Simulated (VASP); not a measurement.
# TaN (Fm-3m) in VASP: relaxation of cell and atoms with PBE

Aim: the relaxation of cell and atoms of TaN with PBE.

All numbers are computed with VASP 6.6.1; they aren't measurements. Logs are shortened: lines on timing, memory, paths and dates and some standing lists are left out, and cuts for length are marked.

## 1. Starting point

Symmetry: Fm-3m, No. 225, cubic system. The conventional cell has a = 4.400 Å, b = 4.400 Å, c = 4.400 Å, α = 90.00°, β = 90.00°, γ = 90.00°. Around Ta (site symmetry m-3m) lie 6 N at 2.20 Å. Around N (site symmetry m-3m) lie 6 Ta at 2.20 Å.

The cell was built by a generator and needn't be a form met in nature.

## 2. Relaxation of cell and atoms, PBE

INCAR

```
PREC = Accurate ; ENCUT = 600
EDIFF = 1E-6 ; ISMEAR = 1
SIGMA = 0.2 ; LREAL = F
LASPH = T ; NELM = 80
ALGO = Normal ; ISIF = 3
LWAVE = F ; LCHARG = F
GGA = PE ; IBRION = 2
NSW = 40 ; EDIFFG = -0.01
```

KPOINTS

```
Automatic mesh
0
Gamma
  4 4 4
```

POSCAR

```
TaN
1.0
    0.0000000000      2.2000000000      2.2000000000
    2.2000000000      0.0000000000      2.2000000000
    2.2000000000      2.2000000000      0.0000000000
Ta N
1 1
Direct
    0.0000000000      0.0000000000      0.0000000000
    0.5000000000      0.5000000000      0.5000000000
```

Potentials or basis: VASP PAW PBE potentials, release 64 (Ta_pv, N).

Launch:

```sh
cat potpaw_PBE.64/Ta_pv/POTCAR potpaw_PBE.64/N/POTCAR > POTCAR
mpirun -np 1 vasp_std > vasp.out
```

OUTCAR:

```text
PREC = Accurate
   ENCUT = 600
   EDIFF = 1E-6
   ISMEAR = 1
   LREAL = F
   LASPH = T
   NELM = 80
   ISIF = 3
   GGA = PE
   IBRION = 2
   NSW = 40
   EDIFFG = -0.01

 ion  position               nearest neighbor table
   1  0.000  0.000  0.000-   2 2.20   2 2.20   2 2.20   2 2.20   2 2.20   2 2.20
   2  0.500  0.500  0.500-   1 2.20   1 2.20   1 2.20   1 2.20   1 2.20   1 2.20

  LATTYP: Found a face centered cubic cell.
 ALAT       =     4.4000000000

  Lattice vectors:

 A1 = (   0.0000000000,   2.2000000000,   2.2000000000)
 A2 = (   2.2000000000,   0.0000000000,   2.2000000000)
 A3 = (   2.2000000000,   2.2000000000,   0.0000000000)

Analysis of symmetry for initial positions (statically):
=====================================================================
 Subroutine PRICEL returns:
 Original cell was already a primitive cell.

 Routine SETGRP: Setting up the symmetry group for a
 face centered cubic supercell.

 Subroutine GETGRP returns: Found 48 space group operations
 (whereof 48 operations were pure point group operations)
 out of a pool of 48 trial point group operations.

The static configuration has the point symmetry O_h .

Analysis of symmetry for dynamics (positions and initial velocities):
=====================================================================
 Subroutine PRICEL returns:
 Original cell was already a primitive cell.

 Routine SETGRP: Setting up the symmetry group for a
 face centered cubic supercell.

 Subroutine GETGRP returns: Found 48 space group operations
 (whereof 48 operations were pure point group operations)
 out of a pool of 48 trial point group operations.

The dynamic configuration has the point symmetry O_h .

 Subroutine INISYM returns: Found 48 space group operations
 (whereof 48 operations are pure point group operations),
 and found     1 'primitive' translations

----------------------------------------------------------------------------------------

                                     Primitive cell

  volume of cell :      21.2960

  direct lattice vectors                    reciprocal lattice vectors
     0.000000000  2.200000000  2.200000000    -0.227272727  0.227272727  0.227272727
     2.200000000  0.000000000  2.200000000     0.227272727 -0.227272727  0.227272727
     2.200000000  2.200000000  0.000000000     0.227272727  0.227272727 -0.227272727

  length of vectors
     3.111269837  3.111269837  3.111269837     0.393647911  0.393647911  0.393647911

  position of ions in fractional coordinates (direct lattice)
     0.000000000  0.000000000  0.000000000
     0.500000000  0.500000000  0.500000000

  ion indices of the primitive-cell ions
   primitive index   ion index
                 1           1
                 2           2

----------------------------------------------------------------------------------------

 KPOINTS: Automatic mesh

Automatic generation of k-mesh.
 Grid dimensions read from file:
 generate k-points for:    4    4    4

 Generating k-lattice:

  Cartesian coordinates                     Fractional coordinates (reciprocal lattice)
    -0.056818182  0.056818182  0.056818182     0.250000000  0.000000000  0.000000000
     0.056818182 -0.056818182  0.056818182     0.000000000  0.250000000  0.000000000
     0.056818182  0.056818182 -0.056818182     0.000000000  0.000000000  0.250000000

  Length of vectors
     0.098411978  0.098411978  0.098411978

  Shift w.r.t. Gamma in fractional coordinates (k-lattice)
     0.000000000  0.000000000  0.000000000

 Subroutine IBZKPT returns following result:
 ===========================================

 Found      8 irreducible k-points:

 Following reciprocal coordinates:
            Coordinates               Weight
  0.000000  0.000000  0.000000      1.000000
  0.250000  0.000000  0.000000      8.000000
  0.500000  0.000000  0.000000      4.000000
  0.250000  0.250000  0.000000      6.000000
  0.500000  0.250000  0.000000     24.000000
 -0.250000  0.250000  0.000000     12.000000
  0.500000  0.500000  0.000000      3.000000
 -0.250000  0.500000  0.250000      6.000000
   k-points           NKPTS =      8   k-points in BZ     NKDIM =      8   number of bands    NBANDS=     12
   number of dos      NEDOS =    301   number of ions     NIONS =      2
   total plane-waves  NPLWV =  21952
   dimension x,y,z NGX =    28 NGY =   28 NGZ =   28
   dimension x,y,z NGXF=    56 NGYF=   56 NGZF=   56
   ions per type =               1   1
   NGX,Y,Z   is equivalent  to a cutoff of  14.96, 14.96, 14.96 a.u.
   NGXF,Y,Z  is equivalent  to a cutoff of  29.92, 29.92, 29.92 a.u.
 SYSTEM =  unknown system
   PREC   = accura    normal or accurate (medium, high low for compatibility)
   ISTART =      0    job   : 0-new  1-cont  2-samecut
   ICHARG =      2    charge: 1-file 2-atom 10-const
   ISPIN  =      1    spin polarized calculation?
   LNONCOLLINEAR =      F non collinear calculations
   LSORBIT =      F    spin-orbit coupling
   LASPH  =      T    aspherical Exc in radial PAW
   ENCUT  =  600.0 eV  44.10 Ry    6.64 a.u.   6.21  6.21  6.21*2*pi/ulx,y,z
   NELM   =     80;   NELMIN=  2; NELMDL= -5     # of ELM steps
   EDIFF  = 0.1E-05   stopping-criterion for ELM
   LREAL  =      F    real-space projection
   EDIFFG = -.1E-01   stopping-criterion for IOM
   NSW    =     40    number of steps for IOM
   IBRION =      2    ionic relax: 0-MD 1-quasi-New 2-CG
   NFREE  =      1    steps in history (QN), initial steepest desc. (CG)
   ISIF   =      3    stress and relaxation
   ISYM   =      2    0-nonsym 1-usesym 2-fastsym
   POTIM  = 0.5000    time-step for ionic-motion
   TEBEG  =    0.0;   TEEND  =   0.0 temperature during run
   PSTRESS=    0.0 pullay stress
   NELECT =      16.0000    total number of electrons
   NUPDOWN=      -1.0000    fix difference up-down
   EMIN   =  10.00;   EMAX   =-10.00  energy-range for DOS
   EFERMI =   0.00;   METHOD = LEGACY
   ISMEAR =     1;   SIGMA  =   0.20  broadening in eV -4-tet -1-fermi 0-gaus
   EFERMI_NEDOS =   21; number of points for ismear=-14 and -15
   IALGO  =     38    algorithm
   IMIX   =      4    mixing-type and parameters
     AMIX     =   0.40;   BMIX     =  1.00
     AMIX_MAG =   1.60;   BMIX_MAG =  1.00
  volume/ion in A,a.u.               =      10.65        71.86
  Fermi-wavevector in a.u.,A,eV,Ry     =   1.488271  2.812425 30.136250  2.214952
  Thomas-Fermi vector in A             =   2.601327
   LORBIT       =      0    0 simple, 1 ext, 2 COOP (PROOUT), +10 PAW based schemes
   GGA     = PE    functional components
   LHFCALC =     F    Hartree Fock is set to
   AEXX    =    0.0000 exact exchange contribution
   IVDW    =     0    specifies the selected vdW correction
   LEPSILON=     F    determine dielectric tensor
   LRPA    =     F    only Hartree local field effects (RPA)
 conjugate gradient relaxation of ions
 non-spin polarized calculation
 Methfessel and Paxton  Order N= 1 SIGMA  =   0.20
  energy-cutoff  :      600.00
  volume of cell :       21.30
 maximum number of plane-waves:       725
 NGX is ok and might be reduce to    28
   NGX = 13   NGY = 13   NGZ = 13

--------------------------------------- Ionic step        1  -------------------------------------------

 number of electron      15.9999999 magnetization

 Free energy of the ion-electron system (eV)
  ---------------------------------------------------
  ext. energy  EPLUGINS =         0.00000000
  ---------------------------------------------------
  free energy    TOTEN  =       -21.77927856 eV

  energy without entropy =      -21.76994758  energy(sigma->0) =      -21.77616823

------------------------ aborting loop because EDIFF is reached ----------------------------------------

  FORCE on cell =-STRESS in cart. coord.  units (eV):
  Direction    XX          YY          ZZ          XY          YZ          ZX
  --------------------------------------------------------------------------------------
  -------------------------------------------------------------------------------------
  Total        0.7694722      0.7694722      0.7694722     -0.0000000      0.0000000      0.0000000
  in kB       57.8902572     57.8902572     57.8902572     -0.0000000      0.0000000      0.0000000
  external PRESSURE =      57.8902572 kB  Pullay stress =       0.0000000 kB

 VOLUME and BASIS-vectors are now :
 -----------------------------------------------------------------------------
  energy-cutoff  :      600.00
  volume of cell :       21.30
      direct lattice vectors                 reciprocal lattice vectors
     0.000000000  2.200000000  2.200000000    -0.227272727  0.227272727  0.227272727
     2.200000000  0.000000000  2.200000000     0.227272727 -0.227272727  0.227272727
     2.200000000  2.200000000  0.000000000     0.227272727  0.227272727 -0.227272727
[... 37 lines left out ...]
 POSITION                                       TOTAL-FORCE (eV/Angst)
 -----------------------------------------------------------------------------------
      2.24083      2.24083      4.48167         0.000000      0.000000     -0.000000
      2.24083      2.24083      2.24083        -0.000000     -0.000000      0.000000
 -----------------------------------------------------------------------------------
    total drift:                                0.000000      0.000000      0.000000

  FREE ENERGIE OF THE ION-ELECTRON SYSTEM (eV)
  ---------------------------------------------------
  free  energy   TOTEN  =       -21.7544324992 eV

  energy  without entropy=      -21.7446539346  energy(sigma->0) =      -21.75117298

--------------------------------------- Ionic step        3  -------------------------------------------

 number of electron      15.9999999 magnetization

 Free energy of the ion-electron system (eV)
  ---------------------------------------------------
  ext. energy  EPLUGINS =         0.00000000
  ---------------------------------------------------
  free energy    TOTEN  =       -21.78574756 eV

  energy without entropy =      -21.77624906  energy(sigma->0) =      -21.78258140

 E-fermi :   9.1187     XC(G=0): -13.3354

 val. band max:        8.9785635314   @ k =   0.2500   0.0000   0.0000
 cond. band min:       9.1447924655   @ k =  -0.2500   0.5000   0.2500
 fundamental gap:      0.1662289342
 Fermi energy:         9.1187164847

 k-point     1 :       0.0000    0.0000    0.0000
  band No.  band energies     occupation
      1     -26.4160      2.00000
      2     -26.4160      2.00000
      3     -26.4160      2.00000
      4      -9.4386      2.00000
      5       5.4740      2.00000
      6       5.4740      2.00000
      7       5.4740      2.00000
      8       7.3067      2.00000
      9       7.3067      2.00000
     10       7.3067      2.00000
     11       9.4221     -0.05377
     12       9.4221     -0.05376

 k-point     2 :       0.2500    0.0000    0.0000
  band No.  band energies     occupation
      1     -26.8299      2.00000
      2     -26.4552      2.00000
      3     -26.4552      2.00000
      4      -8.1664      2.00000
      5       1.7225      2.00000
      6       3.1001      2.00000
      7       3.1001      2.00000
      8       8.5761      2.00085
      9       8.9786      1.92028
     10       8.9786      1.92028
     11      13.1406      0.00000
     12      13.1406      0.00000
[... 110 lines left out ...]
 POSITION                                       TOTAL-FORCE (eV/Angst)
 -----------------------------------------------------------------------------------
      0.00000      0.00000     -0.00000        -0.000000     -0.000000     -0.000000
      2.21266      2.21266      2.21266         0.000000      0.000000      0.000000
 -----------------------------------------------------------------------------------
    total drift:                                0.000000      0.000000      0.000000

  FREE ENERGIE OF THE ION-ELECTRON SYSTEM (eV)
  ---------------------------------------------------
  free  energy   TOTEN  =       -21.7857475642 eV

  energy  without entropy=      -21.7762490645  energy(sigma->0) =      -21.78258140

 reached required accuracy - stopping structural energy minimisation
```

Run time: 7.2 s. Hardware: 1 thread of Intel Xeon 6975P-C (Granite Rapids), shared host; peak memory 0.16 GiB.

Results:

```yaml
Free_energy: -21.7857 eV
Relaxed_volume: 10.83 Å³/atom
Relaxed_cell: a = 3.129 Å, b = 3.129 Å, c = 3.129 Å, α = 60.00°, β = 60.00°, γ = 60.00°
Space_group_after_relaxing_to_0.05_Å: Fm-3m (No. 225)
Energy_gained_by_relaxing: 3.2 meV/atom
Ionic_steps: 3
Pressure_after_relaxing: -0.1 GPa
Band_gap_on_the_k_mesh: none (metal or under the smearing width)
```

Step by step:
| step | energy change (eV) | largest force (eV/Å) | pressure (GPa) | volume (Å³) |
| --- | --- | --- | --- | --- |
| 1 | 0.0000 | 0.0000 | 5.79 | 21.30 |
| 2 | 0.0248 | 0.0000 | -11.50 | 22.50 |
| 3 | -0.0065 | 0.0000 | -0.06 | 21.67 |

Final structure:
```
CELL_PARAMETERS angstrom
0.00000 2.21266 2.21266
2.21266 0.00000 2.21266
2.21266 2.21266 0.00000
ATOMIC_POSITIONS crystal
Ta 0.00000 0.00000 0.00000
N 0.50000 0.50000 0.50000
```

Levels at points of the mesh, in eV from the Fermi level:
| k point | band 5 | band 6 | band 7 | band 8 | band 9 | band 10 | band 11 | band 12 |
| --- | --- | --- | --- | --- | --- | --- | --- | --- |
| (0.00, 0.00, 0.00) | -3.64 | -3.64 | -3.64 | -1.81 | -1.81 | -1.81 | 0.30 | 0.30 |
| (0.50, 0.00, 0.00) | -10.03 | -7.27 | -7.27 | 2.09 | 2.09 | 2.14 | 3.98 | 7.54 |
| (0.50, 0.50, 0.00) | -6.44 | -5.10 | -4.46 | -4.46 | 2.31 | 3.70 | 3.70 | 4.55 |

Caveat: the k mesh is coarse (spacing up to 0.62 Å⁻¹), so the values aren't converged. The run has no spin-orbit coupling, so splittings on Ta are missing.
